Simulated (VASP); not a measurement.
# MgTe (P6_3mc) in VASP: single point with PBEsol

Aim: the single point of MgTe with PBEsol.

Everything below comes from runs of VASP 6.6.1. Logs are shortened: lines on timing, memory, paths and dates and some standing lists are left out, and cuts for length are marked.

### Step 1. Starting point

The structure is hexagonal, space group P6_3mc (No. 186). The conventional cell has a = 4.562 Å, b = 4.562 Å, c = 7.409 Å, α = 90.00°, β = 90.00°, γ = 120.00°. Mg (site symmetry 3m) is surrounded by 4 Te at 2.79 Å. Te (site symmetry 3m) has 4 Mg at 2.79 Å as nearest neighbours.

The cell is a database's computed one.

### Step 2. Single point, PBEsol

INCAR

```
SYSTEM = MgTe
ALGO = Normal
EDIFF = 1E-7
ENCUT = 520
GGA = PS
ISIF = 2
ISMEAR = 0
LASPH = .TRUE.
LCHARG = .TRUE.
LELF = .TRUE.
LREAL = .FALSE.
LVHAR = .TRUE.
LWAVE = .FALSE.
NBANDS = 16
NELM = 100
PREC = Accurate
SIGMA = 0.02
```

KPOINTS

```
k-points
0
G
  9 9 4
  0 0 0
```

POSCAR

```
MgTe
1.0
    4.5617935129      0.0000000000      0.0000000000
   -2.2808967565      3.9506290690      0.0000000000
    0.0000000000      0.0000000000      7.4093508375
Mg Te
2 2
Direct
    0.3333333333      0.6666666667      0.9965420005
    0.6666666667      0.3333333333      0.4965420005
    0.3333333333      0.6666666667      0.3734579995
    0.6666666667      0.3333333333      0.8734579995
```

Potentials or basis: VASP PAW PBE potentials, release 64 (Mg, Te).

On the command line:

```sh
$ cat potpaw_PBE.64/Mg/POTCAR potpaw_PBE.64/Te/POTCAR > POTCAR
$ mpirun -np 1 vasp_std > vasp.out
```

OUTCAR:

```text
SYSTEM = MgTe
   EDIFF = 1E-7
   ENCUT = 520
   GGA = PS
   ISIF = 2
   ISMEAR = 0
   LASPH = .TRUE.
   LREAL = .FALSE.
   NELM = 100
   PREC = Accurate

 ion  position               nearest neighbor table
   1  0.333  0.667  0.997-   4 2.79   4 2.79   4 2.79   3 2.79
   2  0.667  0.333  0.497-   3 2.79   3 2.79   3 2.79   4 2.79
   3  0.333  0.667  0.373-   2 2.79   2 2.79   2 2.79   1 2.79
   4  0.667  0.333  0.873-   1 2.79   1 2.79   1 2.79   2 2.79

  LATTYP: Found a hexagonal cell.
 ALAT       =     4.5617935129
 C/A-ratio  =     1.6242188114

  Lattice vectors:

 A1 = (   4.5617935129,   0.0000000000,   0.0000000000)
 A2 = (  -2.2808967565,   3.9506290690,   0.0000000000)
 A3 = (   0.0000000000,   0.0000000000,   7.4093508375)

Analysis of symmetry for initial positions (statically):
=====================================================================
 Subroutine PRICEL returns:
 Original cell was already a primitive cell.

 Routine SETGRP: Setting up the symmetry group for a
 hexagonal supercell.

 Subroutine GETGRP returns: Found 12 space group operations
 (whereof  6 operations were pure point group operations)
 out of a pool of 24 trial point group operations.

The static configuration has the point symmetry C_3v.
 The point group associated with its full space group is C_6v.

Analysis of symmetry for dynamics (positions and initial velocities):
=====================================================================
 Subroutine PRICEL returns:
 Original cell was already a primitive cell.

 Routine SETGRP: Setting up the symmetry group for a
 hexagonal supercell.

 Subroutine GETGRP returns: Found 12 space group operations
 (whereof  6 operations were pure point group operations)
 out of a pool of 24 trial point group operations.

The dynamic configuration has the point symmetry C_3v.
 The point group associated with its full space group is C_6v.

 Subroutine INISYM returns: Found 12 space group operations
 (whereof  6 operations are pure point group operations),
 and found     1 'primitive' translations

----------------------------------------------------------------------------------------

[... 95 lines left out ...]
   NELM   =    100;   NELMIN=  2; NELMDL= -5     # of ELM steps
   EDIFF  = 0.1E-06   stopping-criterion for ELM
   LREAL  =      F    real-space projection
   EDIFFG = 0.1E-05   stopping-criterion for IOM
   NSW    =      0    number of steps for IOM
   IBRION =     -1    ionic relax: 0-MD 1-quasi-New 2-CG
   NFREE  =      0    steps in history (QN), initial steepest desc. (CG)
   ISIF   =      2    stress and relaxation
   ISYM   =      2    0-nonsym 1-usesym 2-fastsym
   POTIM  = 0.5000    time-step for ionic-motion
   TEBEG  =    0.0;   TEEND  =   0.0 temperature during run
   PSTRESS=    0.0 pullay stress
   NELECT =      16.0000    total number of electrons
   NUPDOWN=      -1.0000    fix difference up-down
   EMIN   =  10.00;   EMAX   =-10.00  energy-range for DOS
   EFERMI =   0.00;   METHOD = LEGACY
   ISMEAR =     0;   SIGMA  =   0.02  broadening in eV -4-tet -1-fermi 0-gaus
   EFERMI_NEDOS =   21; number of points for ismear=-14 and -15
   IALGO  =     38    algorithm
   IMIX   =      4    mixing-type and parameters
     AMIX     =   0.40;   BMIX     =  1.00
     AMIX_MAG =   1.60;   BMIX_MAG =  1.00
  volume/ion in A,a.u.               =      33.38       225.28
  Fermi-wavevector in a.u.,A,eV,Ry     =   0.807088  1.525175  8.862710  0.651391
  Thomas-Fermi vector in A             =   1.915642
   LORBIT       =      0    0 simple, 1 ext, 2 COOP (PROOUT), +10 PAW based schemes
   GGA     = PS    functional components
   LHFCALC =     F    Hartree Fock is set to
   AEXX    =    0.0000 exact exchange contribution
   IVDW    =     0    specifies the selected vdW correction
   LEPSILON=     F    determine dielectric tensor
   LRPA    =     F    only Hartree local field effects (RPA)
 non-spin polarized calculation
 Gauss-broadening in eV      SIGMA  =   0.02
  energy-cutoff  :      520.00
  volume of cell :      133.53
 maximum number of plane-waves:      3652
 NGX is ok and might be reduce to    36
   NGX = 17   NGY = 17   NGZ = 27

 number of electron      16.0000001 magnetization

 Free energy of the ion-electron system (eV)
  ---------------------------------------------------
  ext. energy  EPLUGINS =         0.00000000
  ---------------------------------------------------
  free energy    TOTEN  =       -13.79254756 eV

  energy without entropy =      -13.79254756  energy(sigma->0) =      -13.79254756

 E-fermi :   2.0076     XC(G=0):  -8.0341

 val. band max:        1.8929216792   @ k =   0.0000   0.0000   0.0000
 cond. band min:       4.2807376474   @ k =   0.0000   0.0000   0.0000
 fundamental gap:      2.3878159682
 Fermi energy:         2.0076067190

 k-point     1 :       0.0000    0.0000    0.0000
  band No.  band energies     occupation
      1      -8.3989      2.00000
      2      -7.7787      2.00000
      3      -1.4213      2.00000
      4       1.3776      2.00000
      5       1.3776      2.00000
      6       1.8714      2.00000
[... 433 lines left out ...]
      3      -0.9474      2.00000
      4      -0.9474      2.00000
      5      -0.4179      2.00000
      6       0.2868      2.00000
[... 8 lines left out ...]
     15       9.4852      0.00000
     16       9.7804      0.00000

 [... further k-points ...]

------------------------ aborting loop because EDIFF is reached ----------------------------------------

  FORCE on cell =-STRESS in cart. coord.  units (eV):
  Direction    XX          YY          ZZ          XY          YZ          ZX
  --------------------------------------------------------------------------------------
  -------------------------------------------------------------------------------------
  Total        0.0208353      0.0208353      0.0365321     -0.0000000     -0.0000000      0.0000000
  in kB        0.2499935      0.2499935      0.4383315     -0.0000000     -0.0000000      0.0000000
  external PRESSURE =       0.3127728 kB  Pullay stress =       0.0000000 kB

 VOLUME and BASIS-vectors are now :
 -----------------------------------------------------------------------------
  energy-cutoff  :      520.00
  volume of cell :      133.53
      direct lattice vectors                 reciprocal lattice vectors
     4.561793513  0.000000000  0.000000000     0.219212026  0.126562122  0.000000000
    -2.280896756  3.950629069  0.000000000     0.000000000  0.253124245  0.000000000
     0.000000000  0.000000000  7.409350837     0.000000000  0.000000000  0.134964590

 POSITION                                       TOTAL-FORCE (eV/Angst)
 -----------------------------------------------------------------------------------
     -0.00000      2.63375      7.38373        -0.000000     -0.000000      0.000211
      2.28090      1.31688      3.67905         0.000000      0.000000      0.000211
     -0.00000      2.63375      2.76708         0.000000     -0.000000     -0.000211
      2.28090      1.31688      6.47176        -0.000000      0.000000     -0.000211
 -----------------------------------------------------------------------------------
    total drift:                               -0.000000     -0.000000     -0.000598

  FREE ENERGIE OF THE ION-ELECTRON SYSTEM (eV)
  ---------------------------------------------------
  free  energy   TOTEN  =       -13.7925475642 eV

  energy  without entropy=      -13.7925475642  energy(sigma->0) =      -13.79254756
```

Run time: 1.7 min. Hardware: 1 thread of Intel Xeon Platinum 8375C at 2.90GHz (Ice Lake), shared host; peak memory 0.28 GiB.

What came out:

```
Free energy            : -13.7925 eV
Pressure               : 0.0 GPa
Band gap on the k mesh : 2.39 eV, direct
```

Levels at points of the mesh, in eV from the valence-band top:
| k point | band 6 | band 7 | band 8 | band 9 | band 10 | band 11 |
| --- | --- | --- | --- | --- | --- | --- |
| (0.00, 0.00, 0.00) | -0.02 | -0.02 | 0.00 | 2.39 | 2.91 | 5.23 |
| (0.00, 0.00, 0.50) | -0.28 | -0.28 | -0.28 | 3.40 | 3.40 | 5.48 |

Caveat: the PAW data sets were made with another functional, which shifts forces and pressure a little; spin-orbit coupling is left out, which moves the levels of the heavy elements. A hybrid or GW would open this gap; PBEsol tends to underestimate it.
